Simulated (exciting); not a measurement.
## Fe: equation of state with PBEsol

Fe:

```
Fe
1.0
    -1.44300    1.44300    1.44300
     1.44300   -1.44300    1.44300
     1.44300    1.44300   -1.44300
Fe
1
Direct
  0.00000 0.00000 0.00000
```

| Item | Value |
| --- | --- |
| Program | exciting (release sodium) |
| Task | equation of state |
| Functional | PBEsol |
| Potentials or basis | all-electron LAPW+lo, shipped species files, valence relativity iora* |
| rgkmax | 9 |
| k mesh | 13 × 13 × 13 |
| Occupations | fermi-dirac, width 0.05 eV |
| Spin | collinear spin, ferromagnetic start |
| gmaxvr (cutoff of density and potential) | 14 1/bohr |
| lmaxapw (and lmaxmat) | 10 |
| lmaxvr | 8 |
| nempty | 20 |
| Valence relativity | iora* |
| Muffin-tin radii | Fe 2.0 bohr |

The equilibrium volume is outside the volumes run.

Energy against volume, from the lowest point:
```csv
volume (Å³/atom),energy (meV/atom)
11.298,0.00
11.538,16.83
11.778,38.26
12.019,63.93
12.259,92.47
12.499,122.92
12.740,155.38
```

Caveat: the minimum lies outside the volumes run.
